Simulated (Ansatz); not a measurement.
# The gap of RbCl (Fm-3m): a ladder of methods and an error budget, part 2 of 2

The study climbs from cheap functionals to G0W0 on RbCl (Fm-3m) and then asks what each convergence step is worth.

Ansatz 0.2.0; density functionals, hybrids, G0W0, plane waves, PAW. Known limits of the many-body steps: not at the basis limit; no spin-orbit coupling.

So far. Step 11 (G0W0, 4×4×4 mesh, 457 empty bands, screening to 200 eV …): Against the run with 4×4×4 mesh, 212 empty bands, screening to 120 eV, PAW set soft_1 files, the gap moves by +0.12 eV. Step 12 (G0W0@HSE06, 4×4×4 mesh, 212 empty bands, screening to …): Against the run with 4×4×4 mesh, 212 empty bands, screening to 120 eV, PAW set soft_1 files on PBE, the gap moves by +0.60 eV, while the start moved by +1.29 eV.

In doubt: masses and optical values from hybrid runs of this build are listed as unsure (step 12), which bears on the screening that GW takes from such a start.

### 13. G0W0@PBE, 4×4×4 mesh, 212 empty bands, screening to 120 eV, plasmon pole, PAW set soft_1 files

A plasmon pole stands in for the full frequency dependence of the screening; this run shows what that costs in accuracy.

This step: G0W0 on PBE, plane waves, PAW; PAW set soft_1.

Contents of input.yaml:

```yaml
crystal:
  lattice:
    - [0.0, 3.2895, 3.2895]
    - [3.2895, 0.0, 3.2895]
    - [3.2895, 3.2895, 0.0]
  atoms:
    - { symbol: Rb, position: [0.0, 0.0, 0.0] }
    - { symbol: Cl, position: [0.5, 0.5, 0.5] }
kpoints:
  mp_grid: { grid: [4, 4, 4] }
hamiltonian:
  xc: pbe
  pseudopotentials: { kind: paw, azcp: { folder: soft_1 } }
scf:
  occupations: { method: fixed }
gw:
  n_empty_bands: 212
  ecut_chi: 120
  qp_bands: [v2, c2]
  qp_kpoints: band_edges
  screening: { model: godby_needs }
```

Command:

```console
ansatz run input.yaml --threads 24 --pin off --max-ram 82944MiB --backend cuda --events-out ev --progress --plain --runs-dir out --devices 1 --max-vram 78GiB
```

The job ended after 3.4 s (1 × NVIDIA GB200 (shared by 2 runs) with 24 threads of Arm Neoverse V2, shared host; peak memory 1.3 GiB).

Numbers from this step:

```
bands summed                                 : 220
plasmon-pole fit frequency                   : 17.60 eV
RPA ε∞ on this mesh (eigenvalues)            : 2.187, 2.187, 2.187
plane waves in the screening matrix          : 181
G0W0 gap on the mesh                         : 7.613 eV
k of the valence top                         : 0, 0, 0
k of the conduction bottom                   : 0, 0, 0
starting gap on the mesh                     : 5.004 eV
least direct G0W0 gap on the computed points : 7.613 eV
```

Against the run with 4×4×4 mesh, 212 empty bands, screening to 120 eV, PAW set soft_1 files, the gap moves by −0.001 eV.

### 14. G0W0@PBE, 4×4×4 mesh, 212 empty bands, screening to 120 eV, hard PAW files

Other atomic data (hard PAW) test the pseudisation: the cutoff goes from 420 to 660 eV, with the same valence electrons.

This step: G0W0 on PBE, plane waves, PAW.

input.yaml, the sections that differ from step 13:

```yaml
hamiltonian:
  xc: pbe
  pseudopotentials: { kind: paw, source: ansatz }
gw:
  n_empty_bands: 212
  ecut_chi: 120
  qp_bands: [v2, c2]
  qp_kpoints: band_edges
  screening: { model: contour_deformation }
# crystal, kpoints, scf: as in step 13
```

Wall time 3.1 s (1 × NVIDIA GB200 (shared by 2 runs) with 24 threads); peak memory 1.3 GiB; 8 s of CPU time.

This step gave:

```yaml
bands_summed: 220
rpa_eps_infinity_on_this_mesh_eigenvalues: 2.187, 2.187, 2.187
plane_waves_in_the_screening_matrix: 181
g0w0_gap_on_the_mesh: 7.616 eV
k_of_the_valence_top: 0, 0, 0
k_of_the_conduction_bottom: 0, 0, 0
starting_gap_on_the_mesh: 5.005 eV
least_direct_g0w0_gap_on_the_computed_points: 7.616 eV
```

Against the run with 4×4×4 mesh, 212 empty bands, screening to 120 eV, PAW set soft_1 files, the gap moves by +0.002 eV.

### 15. G0W0@LDA, 4×4×4 mesh, 212 empty bands, screening to 120 eV, PAW set soft_1 files

This step: G0W0 on LDA, plane waves, PAW; PAW set soft_1.

input.yaml, as its differences from that of step 14:

```diff
@@ -11,4 +11,4 @@
 hamiltonian:
-  xc: pbe
-  pseudopotentials: { kind: paw, source: ansatz }
+  xc: lda
+  pseudopotentials: { kind: paw, azcp: { folder: soft_1 }, xc_functional: pbe }
 scf:
```

The job ended after 2.9 s (1 × NVIDIA GB200 (shared by 2 runs) with 24 threads; peak memory 1.3 GiB).

Numbers from this step:

- bands summed: 220
- RPA ε∞ on this mesh (eigenvalues): 2.291, 2.291, 2.291
- plane waves in the screening matrix: 181
- G0W0 gap on the mesh: 7.465 eV
- k of the valence top: 0, 0, 0
- k of the conduction bottom: 0, 0, 0
- starting gap on the mesh: 4.553 eV
- least direct G0W0 gap on the computed points: 7.465 eV

Against the run with 4×4×4 mesh, 212 empty bands, screening to 120 eV, PAW set soft_1 files on HSE06, the gap moves by −0.75 eV, while the start moved by −1.75 eV.

### 16. The ladder

Times are wall times on 1 × NVIDIA GB200 (shared by 2 runs) with 24 threads of Arm Neoverse V2, shared host, good to a factor of about two. G0W0 rows are gaps on the mesh, lowered by the amount that the mesh misses the start's edges, a rough step that assumes the same correction there.

| level | gap (eV) | least direct gap (eV) | time |
| --- | --- | --- | --- |
| PBE | 5.00 | 5.00 | 1.8 s |
| LDA | 4.55 | 4.55 | 1.3 s |
| PBE+SOC | 4.96 | 4.96 | 2.9 s |
| HSE06 | 6.30 | 6.30 | 2.9 s |
| PBE0 | 7.04 | 7.04 | 3.4 s |
| DDH-PBE0 | 8.52 | 8.52 | 5.6 s |
| G0W0@PBE (75 empty bands) | 7.39 | - | 2.5 s |
| G0W0@PBE (212 empty bands) | 7.61 | - | 2.8 s |
| G0W0@PBE (457 empty bands) | 7.74 | - | 4.7 s |
| G0W0@HSE06 (212 empty bands) | 8.21 | - | 6.6 s |
| G0W0@PBE (212 empty bands, plasmon pole) | 7.61 | - | 3.4 s |
| G0W0@PBE (212 empty bands, hard PAW) | 7.62 | - | 3.1 s |
| G0W0@LDA (212 empty bands) | 7.47 | - | 2.9 s |

### 17. Adding up the best estimate

| term | eV | running total (eV) |
| --- | --- | --- |
| G0W0 on the mesh, top rung | 7.738 | 7.738 |
| to the limit, by a line in one over the bands through the two top rungs | +0.112 | 7.850 |
| spin-orbit change, from PBE | −0.044 | 7.806 |

Changes that are not added in, each against a run with equal bands and cutoff:

| change | eV |
| --- | --- |
| start HSE06 | +0.60 |
| plasmon pole in place of full frequency | −0.001 |
| hard PAW files | +0.002 |
| start LDA | −0.15 |

### 18. What came out

* PBE gap: 5.00 eV, direct
* HSE06: 6.30 eV
* PBE0: 7.04 eV
* DDH-PBE0: 8.52 eV
* G0W0, top rung on the mesh: 7.74 eV
* best estimate, G0W0@PBE with spin-orbit change: 7.81 eV
* GW settings of the top rung: 4×4×4 mesh, 457 empty bands, screening to 200 eV, PAW set soft_1 files
* known limits: one-shot GW, static lattice; one k mesh, untested

**Reading.** The best estimate for G0W0@PBE is 7.81 eV, direct on the mesh, against 4.96 eV at the start (both with spin-orbit coupling). The pair of rungs below gives a limit −0.10 eV away. Of the changes left open the largest, +0.60 eV, comes from starting at HSE06. Among the functionals DDH-PBE0 comes nearest: +0.67 eV from the estimate without its spin-orbit term (7.85 eV). That ranking leans on the start chosen for G0W0. The RPA ε∞ on the GW mesh averages 2.2 against 2.3 from perturbation theory, which takes a denser mesh of its own and holds the xc response as well. All runs took 46 s, 57 % of it in G0W0.

[Paths, hosts, dates, memory and timing lines, banners, echoed tables and standing remarks are left out of the program output.]

[Logs are printed without paths, hosts, clocks, repeated set-up lines and the standing remarks that a program may print on its own settings, such as how far it seeks lower states.]

[Runs of the session that timed out or met a known fault of the program may be left out.]

[Cells called generated may have been cut or substituted from an entry of the Crystallography Open Database or the Materials Project.]

[Hosts, paths, dates, database ids (printed as entryN), source tags and the programs' standing remarks are cut or masked in the printed files.]
